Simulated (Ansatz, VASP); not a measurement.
One calculation of PbS, two programs

Contents of INCAR:

```
SYSTEM = PbS
PREC = Accurate ; ENCUT = 520
EDIFF = 1E-7 ; ISMEAR = 0
SIGMA = 0.02 ; LREAL = .FALSE.
LASPH = .TRUE. ; NELM = 100
ALGO = Fast ; ISIF = 2
LWAVE = .FALSE. ; LCHARG = .FALSE.
GGA = PE ; NBANDS = 28
```

Contents of KPOINTS:

```
Automatic mesh
0
G
  4 6 6
  0 0 0
```

The input POSCAR:

```
PbS
1.0
   11.0361570517      0.0000000000      0.0549096266
    0.0146100386      2.9747518922      2.9264268136
    0.0146100386     -2.9747518922      2.9264268136
Pb S
2 2
Direct
    0.6316767650      0.2575627948      0.7575627948
    0.3730722835      0.7637845248      0.2637845248
    0.6122547767      0.7543939764      0.2543939764
    0.3829961748      0.2662587040      0.7662587040
```

Input for Ansatz:

```yaml
crystal:
  lattice:
    - [11.0361570517, 0.0, 0.0549096266]
    - [0.0146100386, 2.9747518922, 2.9264268136]
    - [0.0146100386, -2.9747518922, 2.9264268136]
  atoms:
    - { symbol: Pb, position: [0.631676765, 0.2575627948, 0.7575627948] }
    - { symbol: Pb, position: [0.3730722835, 0.7637845248, 0.2637845248] }
    - { symbol: S, position: [0.6122547767, 0.7543939764, 0.2543939764] }
    - { symbol: S, position: [0.3829961748, 0.266258704, 0.766258704] }
basis:
  ecutwfc: 420
kpoints:
  mp_grid: { grid: [4, 6, 6] }
hamiltonian:
  xc: pbe
scf:
  occupations: { method: gaussian, width: 0.02 }
output:
  forces: true
  stress: true
  eigenvalues: true
  populations: true
```

Alike in both runs: task single point; functional PBE; k mesh 4 × 6 × 6; occupations gaussian, width 0.02 eV; no spin polarisation.

|  | VASP | Ansatz |
| --- | --- | --- |
| version | VASP 6.6.1 | Ansatz 0.2.0 |
| potentials or method | VASP PAW PBE potentials, release 64 (Pb_d, S) | scalar-relativistic, plane waves, PAW |
| plane-wave cutoff (eV) | 520 | 420 |
| valence electrons in the cell | 40 | 40 |

```tsv
	VASP	Ansatz	Ansatz less VASP
gap on the k mesh at the Fermi level (eV)	1.69	1.69	0.000
least direct gap on the mesh (eV)	1.81	1.81	0.000
rms of the force components (eV/Å)	0.205	0.206	+0.0005
```

Atom by atom the forces differ by 0.003 eV/Å (rms over components).

Caveats: spin-orbit coupling is left out, which as a rule narrows the gap of such compounds by several tenths of an eV.
